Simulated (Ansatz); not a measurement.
# CsPbBr3: the cost of one run

Computed with Ansatz 0.2.0 (DFT PBE, scalar-relativistic, plane waves, PAW, unless a step's input says otherwise).

### 1 The structure to begin with

The structure is cubic, space group Pm-3m (No. 221). The conventional cell has a = 5.870 Å, b = 5.870 Å, c = 5.870 Å, α = 90.00°, β = 90.00°, γ = 90.00°. Cs (site symmetry m-3m) has 12 Br at 4.15 Å as nearest neighbours. Around Pb (site symmetry m-3m) lie 6 Br at 2.94 Å. Around Br (site symmetry 4/mmm) lie 2 Pb at 2.94 Å and 4 Cs at 4.15 Å.

As a file:

```
CELL_PARAMETERS angstrom
5.87000 0.00000 0.00000
0.00000 5.87000 0.00000
0.00000 0.00000 5.87000
ATOMIC_POSITIONS crystal
Cs 0.00000 0.00000 0.00000
Pb 0.50000 0.50000 0.50000
Br 0.00000 0.50000 0.50000
Br 0.50000 0.00000 0.50000
Br 0.50000 0.50000 0.00000
```

The cell is taken as given, not relaxed at this level.

### 2 Setting up biaxial against axial strain

The cell is strained by p along both x and y and by q along z, with fractional coordinates fixed.

### 3 p = -0.030, q = -0.030

input.yaml reads:

```yaml
crystal:
  lattice:
    - [5.6939, 0.0, 0.0]
    - [0.0, 5.6939, 0.0]
    - [0.0, 0.0, 5.6939]
  atoms:
    - { symbol: Cs, position: [0.0, 0.0, 0.0] }
    - { symbol: Pb, position: [0.5, 0.5, 0.5] }
    - { symbol: Br, position: [0.0, 0.5, 0.5] }
    - { symbol: Br, position: [0.5, 0.0, 0.5] }
    - { symbol: Br, position: [0.5, 0.5, 0.0] }
basis:
  ecutwfc: 420
kpoints:
  mp_grid: { grid: [6, 6, 6] }
hamiltonian:
  xc: pbe
scf:
  occupations: { method: gaussian, width: 0.05 }
output:
  forces: true
  stress: true
  eigenvalues: true
```

Run with:

```bash
> ansatz run input.yaml --threads 1 --pin off --max-ram 1228MiB --backend cpu --events-out ev --progress --plain --runs-dir out
```

What time and memory should one allow on 1 thread of an Arm CPU, shared host?

About 7.8 s, with a peak of 0.43 GiB.
